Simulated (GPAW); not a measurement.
Crystal: Te2Mo.

```
Te Mo
1.0
     3.51820    0.00000    0.00000
    -1.75910    3.04685    0.00000
     0.00000    0.00000   13.97360
Te Mo
4 2
Direct
  0.66667 0.33333 0.37900
  0.33333 0.66667 0.87900
  0.33333 0.66667 0.62100
  0.66667 0.33333 0.12100
  0.66667 0.33333 0.75000
  0.33333 0.66667 0.25000
```

Base run:

| Item | Value |
| --- | --- |
| Program | GPAW 26.7.0 |
| Functional | LDA |
| Potentials or basis | the program's PAW data sets (release 1.2.1) made for this functional |
| Cutoff | 600 eV |
| Basis | pw |
| k mesh | 5 × 5 × 2 |
| Occupations | fermi-dirac, width 0.05 eV |
| Spin | spin-orbit coupling, no magnetisation |

Its results: band gap on the k mesh 0.66 eV, indirect (least direct gap 1.19 eV); pressure -3.8 GPa; largest force 0.391 eV/Å.

**Question.** The run is repeated on the same cell with these changes: potentials or basis from the program's PAW data sets (release 1.2.1) made for this functional to the program's PAW data sets (release 1.2.1) made for this functional, other valence; spin from spin-orbit coupling, no magnetisation to no spin polarisation; valence electrons from 52 to 76. What comes out?

**Answer.** Band gap on the k mesh 0.65 eV, indirect (least direct gap 1.22 eV); pressure -4.7 GPa; largest force 0.331 eV/Å.

Caveats: spin-orbit coupling was added after a scalar SCF, so levels and gaps hold it while energy, forces, pressure and moments don't (some runs); this program's spin-orbit splittings come out too wide for heavy elements (some runs); spin-orbit coupling is left out, which moves the levels of the heavy elements (some runs).

Not every run made on this cell is shown here.
